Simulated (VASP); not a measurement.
VASP inputs for BaO (strained rocksalt)

INCAR

```
GGA = PE
NELM = 120
LASPH = .TRUE.
NSW = 0
NBANDS = 15
ENCUT = 520
ISIF = 2
LCHARG = .FALSE.
IBRION = -1
SIGMA = 0.02
LWAVE = .FALSE.
ISMEAR = -1
PREC = Accurate
EDIFF = 1E-7
LREAL = .FALSE.
```

KPOINTS

```
KPOINTS created by Atomic Simulation Environment
0
Gamma
8 8 8
0 0 0
```

KPOINTS_OPT

```
special points
6
Reciprocal
0.0000000000 0.0000000000 0.0000000000 1
0.5000000000 0.0000000000 0.5000000000 1
0.6250000000 0.2500000000 0.6250000000 1
0.3750000000 0.3750000000 0.7500000000 1
0.5000000000 0.5000000000 0.5000000000 1
0.5000000000 0.2500000000 0.7500000000 1
```

POSCAR

```
Ba O
 1.0000000000000000
     0.0000000000000000    2.7478267818000002    2.7902908235999999
     2.7478267818000002    0.0000000000000000    2.7902908235999999
     2.7478267818000002    2.7478267818000002    0.0000000000000000
 Ba  O
   1   1
Cartesian
  0.0000000000000000  0.0000000000000000  0.0000000000000000
  2.7478267818000002  2.7478267818000002  2.7902908235999999
```

VASP ran with the recommended PBE PAW datasets (16 valence electrons in the cell).

Task: What does this run give?

Result: gap between bands v and c 1.90 eV; least direct gap 1.90 eV; pressure 3.8 GPa.

Band v is the last that the valence electrons fill when counted band by band, and c is the next. Levels in eV from the top of v:

```csv
point,v−1,v,c,c+1
Γ,-0.37,-0.37,3.54,4.57
X,-0.16,0.00,1.90,5.97
K,-0.80,-0.25,3.42,6.56
L,-1.55,-1.55,4.90,7.13
W,-0.32,-0.22,4.59,4.63
```
